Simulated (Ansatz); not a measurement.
Runs of Ansatz 0.2.0 on HfO2. The structure is orthorhombic, space group Pca2_1 (No. 29). Conventional cell: a = 5.219 Å, b = 5.005 Å, c = 5.033 Å, α = 90.00°, β = 90.00°, γ = 90.00°. Hf (site symmetry 1) has 7 O at 2.02 to 2.23 Å as nearest neighbours. O (site symmetry 1) has 3 Hf at 2.02 to 2.13 Å as nearest neighbours. O (site symmetry 1) has 4 Hf at 2.11 to 2.23 Å as nearest neighbours. Measurements of this composition are mostly on another form, of space group No. 14.

| level | cutoff (eV) | gap on the mesh (eV) | pressure (GPa) | largest force (eV/Å) |
| --- | --- | --- | --- | --- |
| r2SCAN | 500 | 5.06 | 4.0 | 0.07 |
| BLYP | 420 | 4.57 | 16.5 | 0.16 |
| revPBE | 420 | (a) | 13.5 | 0.13 |
| PBEsol | 420 | 4.43 | 1.7 | (b) |
| RPBE | 420 | 4.62 | 14.9 | 0.14 |

Alike in all rows: task band structure; potentials or basis Ansatz PAW; no spin polarisation; cell as given; k mesh 4 × 5 × 4; smearing fermi-dirac 0.05 eV.

**Question.** Fill in the values left out.

**Answer.** (a) 4.60; (b) 0.10.

Caveats: spin-orbit coupling is left out, which moves the levels of the heavy elements; the PAW data sets come from PBE, with cores solved anew for the run's functional, which leaves a small shift of forces and pressure.

A k mesh can miss the band edges, and the runs leave out spin-orbit coupling on Hf.

Runs at the PBE level aren't shown here.
